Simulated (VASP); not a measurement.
# Ir: convergence, self-consistent run

Ir, I4/mmm (no. 139), 1 atom in the cell. SCAN; PAW potentials Ir (PBE set). VASP 6.6.1.

Wanted: stress within 0.2 GPa.

What the run is for: stress; Accuracy asked: standard.

POSCAR:
```
Ir
1.0
    0.0000000000      1.9156000000      1.9443340000
    1.9156000000      0.0000000000      1.9443340000
    1.9156000000      1.9156000000      0.0000000000
Ir
1
Direct
    0.0000000000      0.0000000000      0.0000000000
```

The series start from Plane-wave cutoff (eV): 270; Smearing width (eV): 0.1; k-point mesh: 16 × 16 × 16; Precision mode (PREC): Accurate; Electronic threshold (eV): 1e-6; Bands in all (NBANDS): 14; Aspherical gradient terms in the spheres (LASPH): yes; Electronic algorithm: ALGO=Normal; Delay and inner steps: defaults; Support grid and gradient cutoff: ADDGRID=False GGA_COMPAT=False. Each series keeps the choices made before it, and each single choice may use up half of a tolerance.

## Plane-wave cutoff (eV)

| Plane-wave cutoff (eV) | Stress, largest deviation (GPa) | SCF iterations | Time (s) |
|---|---|---|---|
| 170 | 57.78 | 24 | 24 |
| 210 | 3.10 | 28 | 42 |
| 240 | 0.19 | 29 | 47 |
| 270 | 0.75 | 29 | 59 |
| 320 | 0.89 | 26 | 55 |
| 370 | 0.10 | 27 | 154 |
| 440 | 0.01 | 27 | 187 |
| 550 | 0.00 | 25 | 185 |
| 600 (reference) | 0.00 | 25 | 178 |

Chosen: 370, the loosest value from which every tighter one stays within half of the tolerance.

## Smearing width (eV)

| Smearing width (eV) | Stress, largest deviation (GPa) | SCF iterations | Time (s) |
|---|---|---|---|
| 0.4 | 0.15 | 26 | 150 |
| 0.3 | 0.11 | 27 | 151 |
| 0.2 | 0.07 | 26 | 150 |
| 0.15 | 0.08 | 25 | 144 |
| 0.1 | 0.06 | 27 | 154 |
| 0.05 (reference) | 0.00 | 28 | 159 |

Chosen: 0.2.

## k-point mesh

| k-point mesh | Stress, largest deviation (GPa) | SCF iterations | Time (s) |
|---|---|---|---|
| 5 × 5 × 5 | 6.35 | 25 | 13 |
| 7 × 7 × 7 | 1.83 | 28 | 23 |
| 9 × 9 × 9 | 1.51 | 26 | 36 |
| 11 × 11 × 11 | 0.37 | 25 | 55 |
| 13 × 13 × 13 | 0.36 | 28 | 91 |
| 16 × 16 × 16 | 0.37 | 26 | 150 |
| 19 × 19 × 19 (reference) | 0.00 | 27 | 234 |

Chosen: 19 × 19 × 19; the next looser run is off by more than half of the tolerance, so convergence isn't shown beyond this value.

## Precision mode (PREC)

| Precision mode (PREC) | Stress, largest deviation (GPa) | SCF iterations | Time (s) |
|---|---|---|---|
| Low | 0.17 | 26 | 67 |
| SingleN | 0.17 | 26 | 71 |
| Normal | 0.03 | 27 | 72 |
| Accurate (reference) | 0.00 | 27 | 234 |

Chosen: Normal.

## Electronic threshold (eV)

| Electronic threshold (eV) | Stress, largest deviation (GPa) | SCF iterations | Time (s) |
|---|---|---|---|
| 0.001 | 2.75 | 14 | 38 |
| 0.0001 | 1.32 | 18 | 47 |
| 1e-5 | 0.06 | 24 | 60 |
| 1e-6 | 0.00 | 27 | 72 |
| 1e-7 (reference) | 0.00 | 29 | 72 |

Chosen: 1e-5.

## Bands in all (NBANDS)

| Bands in all (NBANDS) | Stress, largest deviation (GPa) | SCF iterations | Time (s) |
|---|---|---|---|
| 6 | 0.04 | 23 | 25 |
| 7 | 0.02 | 23 | 29 |
| 9 | 0.01 | 24 | 40 |
| 11 | 0.04 | 23 | 46 |
| 14 | 0.01 | 24 | 60 |
| 23 (reference) | 0.00 | 23 | 97 |

Chosen: 6.

## Aspherical gradient terms in the spheres (LASPH)

| Aspherical gradient terms in the spheres (LASPH) | Stress, largest deviation (GPa) | SCF iterations | Time (s) |
|---|---|---|---|
| yes | 0.00 | 23 | 25 |
| no | 0.33 | 21 | 20 |

Chosen: yes; no other choice that stays within half of the tolerance saves 30 % of the time.

## Electronic algorithm

| Electronic algorithm | Stress, largest deviation (GPa) | SCF iterations | Time (s) |
|---|---|---|---|
| ALGO=Normal | 0.00 | 23 | 25 |
| ALGO=Fast | 0.71 | 23 | 32 |
| ALGO=VeryFast | 0.11 | 32 | 45 |
| ALGO=All ISEARCH=1 | 0.08 | 13 | 21 |
| ALGO=All ISEARCH=0 | 0.01 | 13 | 19 |
| ALGO=Damped TIME=0.4 | 0.36 | 17 | 20 |
| ALGO=Damped TIME=0.1 | 0.19 | 29 | 31 |

Chosen: ALGO=Normal.

## Delay and inner steps

| Delay and inner steps | Stress, largest deviation (GPa) | SCF iterations | Time (s) |
|---|---|---|---|
| defaults | 0.00 | 23 | 25 |
| NELMDL=-2 | 0.10 | 19 | 21 |
| NELMDL=-8 | 0.01 | 26 | 26 |
| NELMDL=-12 | 0.00 | 30 | 28 |
| NRMM=2 | 2.15 | 18 | 19 |
| NRMM=6 | 0.00 | 23 | 24 |
| WEIMIN=0.001 | 0.00 | 23 | 25 |

Chosen: defaults.

## Support grid and gradient cutoff

| Support grid and gradient cutoff | Stress, largest deviation (GPa) | SCF iterations | Time (s) |
|---|---|---|---|
| ADDGRID=False GGA_COMPAT=False | 0.00 | 23 | 25 |
| ADDGRID=True GGA_COMPAT=False | 0.00 | 23 | 25 |
| ADDGRID=False GGA_COMPAT=True | 0.00 | 23 | 24 |

Chosen: ADDGRID=False GGA_COMPAT=False.

## All choices together

| Input | Stress, largest deviation (GPa) | Time (s) |
|---|---|---|
| the program's defaults (naive) | 1.35 | 1.3 |
| chosen settings | 0.06 | 25 |
| reference settings throughout | 0.00 | 504 |

The chosen settings stay within the tolerance of the reference run, but the reference itself isn't shown to be converged in: k-point mesh.

Values of the reference run: Stress: -15.24, 0, 0, 0, -15.24, 0, 0, 0, -21.08 GPa.

## The input

INCAR:
```
METAGGA  = SCAN           # meta-GGA
ISMEAR   = 1              # smearing method
SIGMA    = 0.2            # smearing width, eV
LWAVE    = F              # write WAVECAR
LCHARG   = F              # write CHGCAR
ISIF     = 2              # what is computed and relaxed
PREC     = Normal         # precision mode
LASPH    = T              # aspherical terms in the spheres
LREAL    = F              # projectors in reciprocal space
ALGO     = Normal         # electronic algorithm
EDIFF    = 1E-5           # SCF threshold, eV
NELM     = 120            # most SCF steps
GGA_COMPAT= F            
ENCUT    = 370            # plane-wave cutoff, eV
LMIXTAU  = T            
NBANDS   = 6              # bands
ADDGRID  = F             
```

KPOINTS:
```
Automatic mesh
0
Gamma
  19 19 19
  0 0 0
```

Commands:
```
cat potpaw_PBE.64/Ir/POTCAR > POTCAR
mpirun -np 1 vasp_std > vasp.out
```

The chosen input took VASP 6.6.1 25 s on 1 core (Intel Xeon 6975P-C (Granite Rapids)), a shared host.

## An input that fails: tetrahedra on too few k points

VASP's message: IBZKPT: tetrahedron method fails for NKPT<4. NKPT = 1.

k mesh: 16 × 16 × 16 becomes 1 × 1 × 1.

Changes against the starting input:
```
- ISMEAR = 1
- NELM = 120
+ ISMEAR = -5
+ NELM = 95
```
